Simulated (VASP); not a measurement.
Wanted: the native input for a VASP 6.6.1 run.

| Quantity | Value |
| --- | --- |
| Task | relaxation of cell and atoms |
| Functional | LDA |
| Potentials or basis | VASP PAW LDA potentials, release 64 (Al, N) |
| Cutoff | 520 eV |
| k mesh | 12 × 12 × 6 |
| Occupations | gaussian, width 0.02 eV |
| Spin | no spin polarisation |
| Further INCAR settings | ALGO = Normal; EDIFF = 1e-07; IBRION = 2; EDIFFG = -0.002; NSW = 80; ISIF = 3 |

The structure of AlN lies in POSCAR:

```
AlN                                     
1.0
    3.0918179790     -0.0000000000      0.0000000000
   -1.5459089895      2.6775929117     -0.0000000000
   -0.0000000000     -0.0000000000      4.9484331140
  Al              N             
     2     2
Direct
     0.3333333300000021    0.6666666699999979    0.9990168622772840
     0.6666666699999979    0.3333333300000021    0.4990168622772841
     0.3333333300000021    0.6666666699999979    0.3809831377227185
     0.6666666699999979    0.3333333300000021    0.8809831377227185
```

One way to write it, as run:

INCAR

```
SYSTEM = AlN
ALGO = Normal
EDIFF = 1E-7
EDIFFG = -0.002
ENCUT = 520
GGA = CA
IBRION = 2
ISIF = 3
ISMEAR = 0
LASPH = .True.
LCHARG = .False.
LREAL = .False.
LWAVE = .False.
NELM = 100
NSW = 80
PREC = Accurate
SIGMA = 0.02
```

KPOINTS

```
k-points
0
Gamma
  12 12 6
  0 0 0
```

Potentials or basis: VASP PAW LDA potentials, release 64 (Al, N).

Run with:

```sh
$ cat potpaw_LDA.64/Al/POTCAR potpaw_LDA.64/N/POTCAR > POTCAR
$ mpirun -np 1 vasp_std > vasp.out
```

It gave:

```
Pressure after relaxing : 0.0 GPa
Band gap on the k mesh  : 4.40 eV, direct
```

Caveat: the relaxation stopped at its first step, so nothing moved.

Wall time 87 s on 1 thread of AMD EPYC 7R13 Processor (Zen 3), on a shared host, peak memory 0.13 GiB.
